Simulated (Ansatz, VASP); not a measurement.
# In: VASP beside Ansatz

```
CELL_PARAMETERS angstrom
-1.86989 1.86989 1.86989
1.86989 -1.86989 1.86989
1.86989 1.86989 -1.86989
ATOMIC_POSITIONS crystal
In 0.00000 0.00000 0.00000
```

Change from the starting cell: volume scaled by 0.98.

Alike in both runs: task single point; functional PBEsol; k mesh 10 × 10 × 10; occupations fermi-dirac, width 0.05 eV; no spin polarisation.

```csv
,VASP,Ansatz
version,VASP 6.6.1,Ansatz 0.2.0
potentials or method,"VASP PAW PBE potentials, release 64 (In_d)",Ansatz PAW
plane-wave cutoff (eV),520,420
valence electrons in the cell,13,13
```

```tsv
	VASP	Ansatz	Ansatz less VASP
gap on the k mesh at the Fermi level (eV)	none	none	-
pressure (GPa)	-0.6	-0.6	+0.04
```

A gap of «none» marks a metal or a gap that the smearing closes. With one functional, cell and mesh, what is left measures potentials, basis and numerics.

Caveats: the PAW data sets were made with another functional, which shifts forces and pressure a little (VASP); the PAW data sets come from PBE, with cores solved anew for the run's functional, which leaves a small shift of forces and pressure (Ansatz).
